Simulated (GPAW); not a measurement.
The system is ZnO (zincite).

```
Zn O
1.0
     3.24931    0.00000    0.00000
    -1.62465    2.81398    0.00000
     0.00000    0.00000    5.20571
Zn O
2 2
Cartesian
  1.6247 0.9380 0.0000
  0.0000 1.8760 2.6029
  0.0000 1.8760 4.5759
  1.6247 0.9380 1.9730
```

Base run:

```yaml
Program: GPAW 26.7.0
Functional: BP86
Potentials_or_basis: PAW data sets generated in the run's folder for this functional
Cutoff: 800 eV
Basis: pw
k_mesh: 6 × 6 × 3
Occupations: fermi-dirac, width 0.05 eV
Spin: no spin polarisation
```

Its results: band gap on the k mesh 0.81 eV, direct; pressure 3.6 GPa; largest force 0.067 eV/Å.

Problem. The run is repeated on the same cell with these changes: functional from BP86 to WC; band points from 60 to 80. What comes out?

Solution. Band gap on the k mesh 0.68 eV, direct; pressure -1.9 GPa; largest force 0.061 eV/Å.

Not every run made on this cell is shown here.
